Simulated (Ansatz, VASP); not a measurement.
**ZrC in VASP and in Ansatz**

```
Zr C
1.0
     3.05611    0.00000    0.00000
    -1.52806    2.64667    0.00000
     0.00000    0.00000    2.97526
Zr C
1 1
Direct
  0.00000 0.00000 0.00000
  0.66667 0.33333 0.50000
```

Change from the starting cell: species swapped into the WC type (P-6m2, No. 187).

Alike in both runs: task relaxation of cell and atoms; functional PBE; k mesh 6 × 6 × 6; occupations gaussian, width 0.1 eV; no spin polarisation.

|  | VASP | Ansatz |
| --- | --- | --- |
| version | VASP 6.6.1 | Ansatz 0.2.0 |
| potentials or method | VASP PAW PBE potentials, release 64 (Zr_sv, C) | scalar-relativistic, plane waves, PAW |
| plane-wave cutoff (eV) | 600 | 420 |
| valence electrons in the cell | 16 | 16 |

```tsv
	VASP	Ansatz	Ansatz less VASP
gap on the k mesh at the Fermi level, each at its own relaxed structure (eV)	none	none	-
relaxed volume (Å³/atom)	13.63	13.63	+0.006
relaxed cell length with the largest relative difference (Å)	2.918	2.919	+0.0011
energy change over the relaxation (meV/atom)	-178	-177	+1.5
```

A gap of «none» marks a metal or a gap that the smearing closes.

Caveats: the k mesh is coarse (spacing up to 0.40 Å⁻¹), so the values aren't converged.
